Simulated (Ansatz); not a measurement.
# A point defect in GaN: Ga interstitial

An exercise on one series of results from a longer session: the logs are not shown, and one member is left open.

Computed with Ansatz 0.2.0 (DFT PBE, scalar-relativistic, plane waves, PAW, unless a step's input says otherwise).

2 further runs of the same task are left out: 2 set aside as unsound or not needed.

**The starting structure**

Symmetry: P6_3mc, No. 186, hexagonal system. Conventional cell: a = 3.218 Å, b = 3.218 Å, c = 5.243 Å, α = 90.00°, β = 90.00°, γ = 120.00°. Ga (site symmetry 3m) has 4 N at 1.97 to 1.98 Å as nearest neighbours. N (site symmetry 3m) has 4 Ga at 1.97 to 1.98 Å as nearest neighbours.

Coordinates:

```cif
data_structure
_symmetry_space_group_name_H-M 'P 1'
_symmetry_Int_Tables_number 1
_cell_length_a 3.2184
_cell_length_b 3.2184
_cell_length_c 5.2432
_cell_angle_alpha 90.000
_cell_angle_beta 90.000
_cell_angle_gamma 120.000
_cell_volume 47.03
loop_
_atom_site_label
_atom_site_type_symbol
_atom_site_fract_x
_atom_site_fract_y
_atom_site_fract_z
_atom_site_occupancy
Ga1 Ga 0.66667 0.33333 0.49913 1
Ga2 Ga 0.33333 0.66667 0.99913 1
N1 N 0.66667 0.33333 0.87587 1
N2 N 0.33333 0.66667 0.37587 1
```

It goes back to an entry of the Materials Project.

This cell was relaxed beforehand with the same method: volume 11.76 Å³/atom, gap on the mesh 1.71 eV.

The host's static dielectric tensor, from an earlier linear-response run, has a mean of 10.89.

The perfect supercell (rows 0 2 -1; 2 0 -1; -2 -2 -1 in vectors of this cell) comes from an earlier run at this level (48 atoms, E(σ→0) -100030.0602 eV, gap 3.09 eV on its own mesh).

The first run:

File input.yaml:

```yaml
crystal:
  lattice:
    - [-3.2183708023, 5.5743817471, -5.2431683749]
    - [6.4367416045, 1.0e-10, -5.2431683749]
    - [-3.2183708022, -5.5743817471, -5.2431683749]
  atoms:
    - { symbol: Ga, position: [0.0002883806, 0.1669550472, 0.3336217139] }
    - { symbol: Ga, position: [0.6669550472, 0.3336217139, 0.5002883806] }
    - { symbol: Ga, position: [0.3336217139, 0.0002883806, 0.1669550472] }
    - { symbol: Ga, position: [0.1669550472, 0.8336217139, 0.5002883806] }
    - { symbol: Ga, position: [0.8336217139, 0.5002883806, 0.1669550472] }
    - { symbol: Ga, position: [0.5002883806, 0.6669550472, 0.3336217139] }
    - { symbol: Ga, position: [0.1669550472, 0.3336217139, 0.0002883806] }
    - { symbol: Ga, position: [0.8336217139, 0.0002883806, 0.6669550472] }
    - { symbol: Ga, position: [0.5002883806, 0.1669550472, 0.8336217139] }
    - { symbol: Ga, position: [0.0002883806, 0.6669550472, 0.8336217139] }
    - { symbol: Ga, position: [0.6669550472, 0.8336217139, 0.0002883806] }
    - { symbol: Ga, position: [0.3336217139, 0.5002883806, 0.6669550472] }
    - { symbol: Ga, position: [0.0002883806, 0.8336217139, 0.1669550472], spin: 0.1 }
    - { symbol: Ga, position: [0.6669550472, 0.0002883806, 0.3336217139] }
    - { symbol: Ga, position: [0.3336217139, 0.6669550472, 0.0002883806] }
    - { symbol: Ga, position: [0.1669550472, 0.5002883806, 0.3336217139] }
    - { symbol: Ga, position: [0.8336217139, 0.1669550472, 0.0002883806], spin: 0.1 }
    - { symbol: Ga, position: [0.5002883806, 0.3336217139, 0.1669550472] }
    - { symbol: Ga, position: [0.1669550472, 0.0002883806, 0.8336217139], spin: 0.1 }
    - { symbol: Ga, position: [0.8336217139, 0.6669550472, 0.5002883806] }
    - { symbol: Ga, position: [0.5002883806, 0.8336217139, 0.6669550472] }
    - { symbol: Ga, position: [0.0002883806, 0.3336217139, 0.6669550472] }
    - { symbol: Ga, position: [0.6669550472, 0.5002883806, 0.8336217139] }
    - { symbol: Ga, position: [0.3336217139, 0.1669550472, 0.5002883806] }
    - { symbol: "N", position: [0.8747116194, 0.0413782861, 0.2080449528], spin: 0.1 }
    - { symbol: "N", position: [0.5413782861, 0.2080449528, 0.3747116194] }
    - { symbol: "N", position: [0.2080449528, 0.8747116194, 0.0413782861], spin: 0.1 }
    - { symbol: "N", position: [0.0413782861, 0.7080449528, 0.3747116194] }
    - { symbol: "N", position: [0.7080449528, 0.3747116194, 0.0413782861] }
    - { symbol: "N", position: [0.3747116194, 0.5413782861, 0.2080449528] }
    - { symbol: "N", position: [0.0413782861, 0.2080449528, 0.8747116194], spin: 0.1 }
    - { symbol: "N", position: [0.7080449528, 0.8747116194, 0.5413782861] }
    - { symbol: "N", position: [0.3747116194, 0.0413782861, 0.7080449528] }
    - { symbol: "N", position: [0.8747116194, 0.5413782861, 0.7080449528] }
    - { symbol: "N", position: [0.5413782861, 0.7080449528, 0.8747116194] }
    - { symbol: "N", position: [0.2080449528, 0.3747116194, 0.5413782861] }
    - { symbol: "N", position: [0.2080449528, 0.0413782861, 0.3747116194] }
    - { symbol: "N", position: [0.8747116194, 0.2080449528, 0.5413782861] }
    - { symbol: "N", position: [0.5413782861, 0.8747116194, 0.2080449528] }
    - { symbol: "N", position: [0.3747116194, 0.7080449528, 0.5413782861] }
    - { symbol: "N", position: [0.0413782861, 0.3747116194, 0.2080449528] }
    - { symbol: "N", position: [0.7080449528, 0.5413782861, 0.3747116194] }
    - { symbol: "N", position: [0.3747116194, 0.2080449528, 0.0413782861] }
    - { symbol: "N", position: [0.0413782861, 0.8747116194, 0.7080449528], spin: 0.1 }
    - { symbol: "N", position: [0.7080449528, 0.0413782861, 0.8747116194], spin: 0.1 }
    - { symbol: "N", position: [0.2080449528, 0.5413782861, 0.8747116194] }
    - { symbol: "N", position: [0.8747116194, 0.7080449528, 0.0413782861], spin: 0.1 }
    - { symbol: "N", position: [0.5413782861, 0.3747116194, 0.7080449528] }
    - { symbol: Ga, position: [0.9444444444, 0.9444444444, 0.9444444444], spin: 0.1 }
  host:
    lattice:
      - [3.2183708022, 0.0, 0.0]
      - [-1.6091854011, 2.7871908735, 0.0]
      - [0.0, 0.0, 5.2431683749]
    atoms:
      - { symbol: Ga, position: [0.6666666667, 0.3333333333, 0.4991348583] }
      - { symbol: Ga, position: [0.3333333333, 0.6666666667, 0.9991348583] }
      - { symbol: "N", position: [0.6666666667, 0.3333333333, 0.8758651417] }
      - { symbol: "N", position: [0.3333333333, 0.6666666667, 0.3758651417] }
basis:
  ecutwfc: 420
  xc_grid: 2
kpoints:
  mp_grid: { grid: [2, 2, 2], shift: [0.5, 0.5, 0.5] }
hamiltonian:
  xc: pbe
scf:
  occupations: { method: gaussian, width: 0.01 }
output:
  forces: true
  stress: false
  eigenvalues: true
  populations: true
  charged_corrections:
    defect_position: [0.94444444, 0.94444444, 0.94444444]
    epsilon: [[10.4937, 0.0, 0.0], [0.0, 10.4937, 0.0], [0.0, 0.0, 11.6909]]
magnetization:
  spin_polarized: true
relax:
  adjacent_minimum: "off"
  f_tol: 0.025
  max_steps: 45
```

Started as:

```console
ansatz run input.yaml --threads 4 --pin off --max-ram 6144MiB --backend cpu --events-out ev --progress --plain --runs-dir out
```

Steps of the session up to this table: Charge state 0; More of the same log: Ga interstitial, charge +0, atoms relaxed at the host's cell; Charge state +1; More of the same log: Ga interstitial, charge +1, atoms relaxed at the host's cell; Charge state +2; Charge state +3.

One table of the session follows, with a row left open; its other results are not shown here.

It belongs to the step «Energies of the defect». 

```
charge  E(defect cell) - E(host) (eV)  image and alignment correction (eV)  over the neutral state, Fermi level at the valence top (eV)  formation energy (eV)  moment over the host's (μB)
    +3                      -3810.934                                2.988                                                       -5.577                   2.86                         0.00
    +2                              ?                                    ?                                                            ?                      ?                            ?
    +1                      -3787.389                                0.607                                                       -2.934                   5.50                         0.00
     0                      -3774.586                                0.000                                                        0.000                   8.43                         0.50
```

Estimate the missing values for charge = +2.

Worked estimate for «E(defect cell) - E(host) (eV)». A straight line through the neighbours (3, -3810.934) and (1, -3787.389) gives -3810.934 + (-3787.389 + 3810.934) × (2 − 3) / (1 − 3) = -3799.162; a parabola fitted to 3 rows on both sides gives -3799.505.

As computed: E(defect cell) - E(host) (eV): -3799.109; image and alignment correction (eV): 1.608; over the neutral state, Fermi level at the valence top (eV): -4.392; formation energy (eV): 4.04; moment over the host's (μB): 1.00. In «E(defect cell) - E(host) (eV)» the line misses by -0.053 and the parabola by -0.396.

Atoms are taken from and returned to the elements' standard states: Ga -3783.020 eV an atom at this level. Charged cells are corrected for image charges with the static dielectric tensor and aligned with the host's potential at far atoms (ansatz place-levels); the valence top of the host lies at 9.261 eV on the runs' scale, and no band-filling term is added.

Limits of these values: The neutral defect changes the cell's moment by 0.50 μB (a fraction, from partly filled bands of the small cell). In charge 0 the extra carrier would gain by moving to a band edge of the host at this level and cell size; a small cell and a semilocal functional both favour that, so a real bound level isn't ruled out. Warnings in the runs' records: field response mesh resolution.
